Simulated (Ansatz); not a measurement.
Compare A (`C1=CCCC=C1`) with its isomer B (`C=CCC#CC`).

Calculated with Ansatz (gas phase, PBE0-D4/def2-TZVP geometries, no zero-point term in ΔE). CBS: MP2 limit from def2 TZ/QZ plus the TZ coupled-cluster correction, frozen cores. DFT in def2-TZVPP. B3LYP here is the variant with VWN-RPA as its local correlation; programs differ in this. One conformer a species, not always the lowest.

Which isomer does CCSD(T)/CBS put lower? Give the gap. (Estimate.)

Computed: A, by 136.7 kJ/mol.

Give E(B) − E(A) in kJ/mol with CCSD(T)/def2-TZVPP, CCSD/def2-TZVPP, B3LYP, HF/def2-TZVPP, PBE-D4, B2PLYP, MP2/def2-TZVPP. (An estimate is asked.)

The calculation gave: CCSD(T)/def2-TZVPP 136.4, CCSD/def2-TZVPP 133.1, B3LYP 119.8, HF/def2-TZVPP 112.3, PBE-D4 145.0, B2PLYP 124.2, MP2/def2-TZVPP 135.5. None reverses the order clearly.

Largest T1 diagnostic: 0.011.

In def2-TZVPP, CCSD(T) changes the Hartree–Fock value by +24.1 kJ/mol (the triples alone add +3.3 kJ/mol) and MP2 by +23.2 kJ/mol. The D4 term adds +12.3 kJ/mol with B3LYP and +6.1 kJ/mol with PBE0; it sums over pairs of atoms, weighted by their polarisabilities, and B3LYP, whose exchange is more repulsive, gets the larger term.
